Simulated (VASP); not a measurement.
# AgCl (Chlorargyrite) (Fm-3m) in VASP: further runs

The runs below take AgCl (Chlorargyrite) through single point, with PBEsol+U.

Program: VASP 6.6.1. These are calculated values, not measurements. Logs are shortened: lines on timing, memory, paths and dates and some standing lists are left out, and cuts for length are marked.

**What was measured.**

From a printed reference work, data compilation, for a bulk crystal of AgCl: band gap 3.249 eV (indirect).

The runs below are set against these values where they give the same quantity.

## Step 1: The cell of the first run

Symmetry: Fm-3m, No. 225, cubic system. Conventional cell: a = 5.470 Å, b = 5.470 Å, c = 5.470 Å, α = 90.00°, β = 90.00°, γ = 90.00°. Ag (site symmetry m-3m) has 6 Cl at 2.73 Å within 3.6 Å. Cl (site symmetry m-3m) has 6 Ag at 2.73 Å within 3.6 Å.

## Step 2: Single point, PBEsol+U

Contents of INCAR:

```
PREC = Accurate
ENCUT = 520
EDIFF = 1E-6
ISMEAR = -1
SIGMA = 0.05
LREAL = False
LASPH = True
NELM = 150
ALGO = Normal
ISIF = 2
LWAVE = False
LCHARG = False
LMAXMIX = 4
LDAU = True
LDAUTYPE = 2
LDAUL = 2 -1
LDAUU = 5 0
LDAUJ = 0 0
LDAUPRINT = 1
GGA = PS
NBANDS = 16
```

Contents of KPOINTS:

```
regular mesh
0
Gamma
  8 8 8
```

Contents of POSCAR:

```
AgCl
1.0
    0.0000000000      2.7350000000      2.7350000000
    2.7350000000      0.0000000000      2.7350000000
    2.7350000000      2.7350000000      0.0000000000
Ag Cl
1 1
Direct
    0.0000000000      0.0000000000      0.0000000000
    0.5000000000      0.5000000000      0.5000000000
```

Potentials or basis: VASP PAW PBE potentials, release 64 (Ag, Cl).

Run with:

```sh
$ cat potpaw_PBE.64/Ag/POTCAR potpaw_PBE.64/Cl/POTCAR > POTCAR
$ mpirun -np 1 vasp_std > vasp.out
```

OUTCAR:

```text
PREC = Accurate
   ENCUT = 520
   EDIFF = 1E-6
   ISMEAR = -1
   LREAL = False
   LASPH = True
   NELM = 150
   ISIF = 2
   GGA = PS

 ion  position               nearest neighbor table
   1  0.000  0.000  0.000-   2 2.73   2 2.73   2 2.73   2 2.73   2 2.73   2 2.73
   2  0.500  0.500  0.500-   1 2.73   1 2.73   1 2.73   1 2.73   1 2.73   1 2.73

  LATTYP: Found a face centered cubic cell.
 ALAT       =     5.4700000000

  Lattice vectors:

 A1 = (   0.0000000000,   2.7350000000,   2.7350000000)
 A2 = (   2.7350000000,   0.0000000000,   2.7350000000)
 A3 = (   2.7350000000,   2.7350000000,   0.0000000000)

Analysis of symmetry for initial positions (statically):
=====================================================================
 Subroutine PRICEL returns:
 Original cell was already a primitive cell.

 Routine SETGRP: Setting up the symmetry group for a
 face centered cubic supercell.

 Subroutine GETGRP returns: Found 48 space group operations
 (whereof 48 operations were pure point group operations)
 out of a pool of 48 trial point group operations.

The static configuration has the point symmetry O_h .

Analysis of symmetry for dynamics (positions and initial velocities):
=====================================================================
 Subroutine PRICEL returns:
 Original cell was already a primitive cell.

 Routine SETGRP: Setting up the symmetry group for a
 face centered cubic supercell.

 Subroutine GETGRP returns: Found 48 space group operations
 (whereof 48 operations were pure point group operations)
 out of a pool of 48 trial point group operations.

The dynamic configuration has the point symmetry O_h .

 Subroutine INISYM returns: Found 48 space group operations
 (whereof 48 operations are pure point group operations),
 and found     1 'primitive' translations

----------------------------------------------------------------------------------------

                                     Primitive cell

  volume of cell :      40.9168

  direct lattice vectors                    reciprocal lattice vectors
[... 127 lines left out ...]
   NGX = 15   NGY = 15   NGZ = 15

atom =   1  type =  1  l = 2

 onsite density matrix

spin component  1

  0.9530 -0.0000  0.0000  0.0000 -0.0000
 -0.0000  0.9530 -0.0000  0.0000  0.0000
  0.0000 -0.0000  0.9713 -0.0000 -0.0000
  0.0000  0.0000 -0.0000  0.9530  0.0000
 -0.0000  0.0000 -0.0000  0.0000  0.9713

spin component  2

  0.9530 -0.0000  0.0000  0.0000 -0.0000
 -0.0000  0.9530 -0.0000  0.0000  0.0000
  0.0000 -0.0000  0.9713 -0.0000 -0.0000
  0.0000  0.0000 -0.0000  0.9530  0.0000
 -0.0000  0.0000 -0.0000  0.0000  0.9713

 occupancies and eigenvectors

  o =  0.9530  v =  0.0000  0.8682 -0.0000  0.4962 -0.0000  0.0000  0.0000  0.0000  0.0000  0.0000      0.0000  0.0000  0.0000  0.0000  0.0000  0.0000  0.0000  0.0000  0.0000  0.0000
  o =  0.9530  v =  0.0000  0.0000  0.0000  0.0000  0.0000  0.0000  0.8682 -0.0000  0.4962 -0.0000      0.0000  0.0000  0.0000  0.0000  0.0000  0.0000  0.0000  0.0000  0.0000  0.0000
  o =  0.9530  v =  1.0000  0.0000  0.0000  0.0000  0.0000  0.0000  0.0000  0.0000  0.0000  0.0000      0.0000  0.0000  0.0000  0.0000  0.0000  0.0000  0.0000  0.0000  0.0000  0.0000
  o =  0.9530  v =  0.0000  0.0000  0.0000  0.0000  0.0000  1.0000  0.0000  0.0000  0.0000  0.0000      0.0000  0.0000  0.0000  0.0000  0.0000  0.0000  0.0000  0.0000  0.0000  0.0000
  o =  0.9530  v =  0.0000  0.0000  0.0000  0.0000  0.0000  0.0000 -0.4962 -0.0000  0.8682  0.0000      0.0000  0.0000  0.0000  0.0000  0.0000  0.0000  0.0000  0.0000  0.0000  0.0000
  o =  0.9530  v =  0.0000 -0.4962 -0.0000  0.8682  0.0000  0.0000  0.0000  0.0000  0.0000  0.0000      0.0000  0.0000  0.0000  0.0000  0.0000  0.0000  0.0000  0.0000  0.0000  0.0000
  o =  0.9713  v =  0.0000 -0.0000  0.9999  0.0000  0.0165  0.0000  0.0000  0.0000  0.0000  0.0000      0.0000  0.0000  0.0000  0.0000  0.0000  0.0000  0.0000  0.0000  0.0000  0.0000
  o =  0.9713  v =  0.0000  0.0000  0.0000  0.0000  0.0000  0.0000 -0.0000  0.9999  0.0000  0.0165      0.0000  0.0000  0.0000  0.0000  0.0000  0.0000  0.0000  0.0000  0.0000  0.0000
  o =  0.9713  v =  0.0000  0.0000  0.0000  0.0000  0.0000  0.0000  0.0000 -0.0165 -0.0000  0.9999      0.0000  0.0000  0.0000  0.0000  0.0000  0.0000  0.0000  0.0000  0.0000  0.0000
  o =  0.9713  v =  0.0000  0.0000 -0.0165 -0.0000  0.9999  0.0000  0.0000  0.0000  0.0000  0.0000      0.0000  0.0000  0.0000  0.0000  0.0000  0.0000  0.0000  0.0000  0.0000  0.0000

 number of electron      18.0000002 magnetization

 Free energy of the ion-electron system (eV)
  ---------------------------------------------------
  ext. energy  EPLUGINS =         0.00000000
  ---------------------------------------------------
  free energy    TOTEN  =        -4.86558974 eV

  energy without entropy =       -4.86558974  energy(sigma->0) =       -4.86558974

 E-fermi :   4.2878     XC(G=0): -10.3639

 val. band max:        3.3512954110   @ k =   0.5000   0.0000   0.0000
 cond. band min:       5.0710458071   @ k =   0.0000   0.0000   0.0000
 fundamental gap:      1.7197503962
 Fermi energy:         4.2878385112

 k-point     1 :       0.0000    0.0000    0.0000
  band No.  band energies     occupation
      1     -11.2288      2.00000
      2      -0.1963      2.00000
      3      -0.1963      2.00000
      4      -0.1292      2.00000
      5      -0.1292      2.00000
      6      -0.1292      2.00000
[... 433 lines left out ...]
      3      -1.1105      2.00000
      4      -1.0497      2.00000
      5       0.1542      2.00000
      6       0.2262      2.00000
[... 8 lines left out ...]
     15      17.6832      0.00000
     16      19.1552      0.00000

 [... further k-points ...]
[... 5 lines left out ...]
  --------------------------------------------------------------------------------------
  -------------------------------------------------------------------------------------
  Total       -0.3381780     -0.3381780     -0.3381780      0.0000000      0.0000000      0.0000000
  in kB      -13.2420117    -13.2420117    -13.2420117      0.0000000      0.0000000      0.0000000
  external PRESSURE =     -13.2420117 kB  Pullay stress =       0.0000000 kB

 VOLUME and BASIS-vectors are now :
 -----------------------------------------------------------------------------
  energy-cutoff  :      520.00
  volume of cell :       40.92
      direct lattice vectors                 reciprocal lattice vectors
     0.000000000  2.735000000  2.735000000    -0.182815356  0.182815356  0.182815356
     2.735000000  0.000000000  2.735000000     0.182815356 -0.182815356  0.182815356
     2.735000000  2.735000000  0.000000000     0.182815356  0.182815356 -0.182815356

 POSITION                                       TOTAL-FORCE (eV/Angst)
 -----------------------------------------------------------------------------------
      0.00000      0.00000      0.00000         0.000000      0.000000      0.000000
      2.73500      2.73500      2.73500        -0.000000     -0.000000     -0.000000
 -----------------------------------------------------------------------------------
    total drift:                               -0.000000      0.000000      0.000000

  FREE ENERGIE OF THE ION-ELECTRON SYSTEM (eV)
  ---------------------------------------------------
  free  energy   TOTEN  =        -4.8655897361 eV

  energy  without entropy=       -4.8655897350  energy(sigma->0) =       -4.86558974
```

stdout:

```text
POSCAR found type information on POSCAR AgCl
 POSCAR found :  2 types and       2 ions
 scaLAPACK will be used
 -----------------------------------------------------------------------------
|                                                                             |
|                                                                             |
|     You enforced a specific xc type in the INCAR file but a different       |
|     I HOPE YOU KNOW WHAT YOU ARE DOING!                                     |
|                                                                             |
 -----------------------------------------------------------------------------

 LDA part: xc-table for (Slater+PW92), standard interpolation
 POSCAR, INCAR and KPOINTS ok, starting setup
 FFT: planning ... GRIDC
 FFT: planning ... GRID_SOFT
 FFT: planning ... GRID
 WAVECAR not read
 entering main loop
```

Wall time 12 s (1 thread of Intel Xeon Platinum 8488C (Sapphire Rapids), shared host); peak memory 0.17 GiB.

What came out:

```
Free energy            : -4.8656 eV
Pressure               : -1.3 GPa
Band gap on the k mesh : 1.72 eV, indirect (least direct gap 3.38 eV)
```

Levels at points of the mesh, in eV from the valence-band top:
| k point | band 5 | band 6 | band 7 | band 8 | band 9 | band 10 | band 11 | band 12 | band 13 | band 14 |
| --- | --- | --- | --- | --- | --- | --- | --- | --- | --- | --- |
| (0.00, 0.00, 0.00) | -3.48 | -3.48 | -1.66 | -1.66 | -1.66 | 1.72 | 11.27 | 11.27 | 11.27 | 12.95 |
| (0.50, 0.00, 0.00) | -3.14 | -3.14 | -2.46 | 0.00 | 0.00 | 4.87 | 7.66 | 8.42 | 8.42 | 14.11 |
| (0.50, 0.50, 0.00) | -3.02 | -3.02 | -2.94 | -2.45 | -2.45 | 3.20 | 8.28 | 9.53 | 12.56 | 12.56 |

Eigenvalues of the final occupation matrices:
| site | spin | trace | eigenvalues |
| --- | --- | --- | --- |
| site 1 d | 1 | 4.80 | 0.95 0.95 0.95 0.97 0.97 |
| site 1 d | 2 | 4.80 | 0.95 0.95 0.95 0.97 0.97 |

Caveat: the PAW data sets were made with another functional, which shifts forces and pressure a little.

## Step 3: Single point, PBEsol+U

Contents of INCAR:

```
SYSTEM = AgCl
PREC = Accurate
ENCUT = 520
EDIFF = 1E-6
ISMEAR = -1
SIGMA = 0.05
LREAL = .FALSE.
LASPH = .TRUE.
NELM = 150
ALGO = Normal
ISIF = 2
LWAVE = .FALSE.
LCHARG = .FALSE.
LMAXMIX = 4
LDAU = .TRUE.
LDAUTYPE = 2
LDAUL = 2 -1
LDAUU = 6 0
LDAUJ = 0 0
LDAUPRINT = 1
GGA = PS
NBANDS = 16
```

Contents of KPOINTS:

```
regular mesh
0
G
  8 8 8
  0 0 0
```

POSCAR is that of step 2.

Potentials or basis: VASP PAW PBE potentials, release 64 (Ag, Cl).

Run with:

```sh
$ cat potpaw_PBE.64/Ag/POTCAR potpaw_PBE.64/Cl/POTCAR > POTCAR
$ mpirun -np 1 vasp_std > vasp.out
```

It took 12 s on 1 thread of Intel Xeon Platinum 8488C (Sapphire Rapids), shared host; peak memory 0.17 GiB.

It converged, with:

| Item | Value |
| --- | --- |
| Free energy | -4.6856 eV |
| Pressure | -1.5 GPa |
| Band gap on the k mesh | 1.89 eV, indirect (least direct gap 3.41 eV) |

Levels at points of the mesh, in eV from the valence-band top:
| k point | band 7 | band 8 | band 9 | band 10 | band 11 | band 12 |
| --- | --- | --- | --- | --- | --- | --- |
| (0.00, 0.00, 0.00) | -1.51 | -1.51 | -1.51 | 1.89 | 11.34 | 11.34 |
| (0.50, 0.00, 0.00) | -2.58 | 0.00 | 0.00 | 5.04 | 7.83 | 8.59 |
| (0.50, 0.50, 0.00) | -3.20 | -2.31 | -2.31 | 3.38 | 8.34 | 9.70 |

Eigenvalues of the final occupation matrices:
| site | spin | trace | eigenvalues |
| --- | --- | --- | --- |
| site 1 d | 1 | 4.82 | 0.96 0.96 0.96 0.98 0.98 |
| site 1 d | 2 | 4.82 | 0.96 0.96 0.96 0.98 0.98 |

Caveat: the PAW data sets were made with another functional, which shifts forces and pressure a little.

## Step 4: How close it comes

Step 2. A measured gap of AgCl is 3.249 eV (indirect; a printed reference work, data compilation); the calculated 1.72 eV misses it by -1.53 eV. Spin-orbit coupling on Ag is left out. The value is that of PBEsol+U on a finite k mesh, which can miss the band edges, without temperature or zero-point motion.

Step 3. Measured gap of AgCl: 3.249 eV (indirect; a printed reference work, data compilation). This calculation gives 1.89 eV (-1.35 eV). Spin-orbit coupling on Ag is left out. The value is that of PBEsol+U on a finite k mesh, which can miss the band edges, without temperature or zero-point motion.
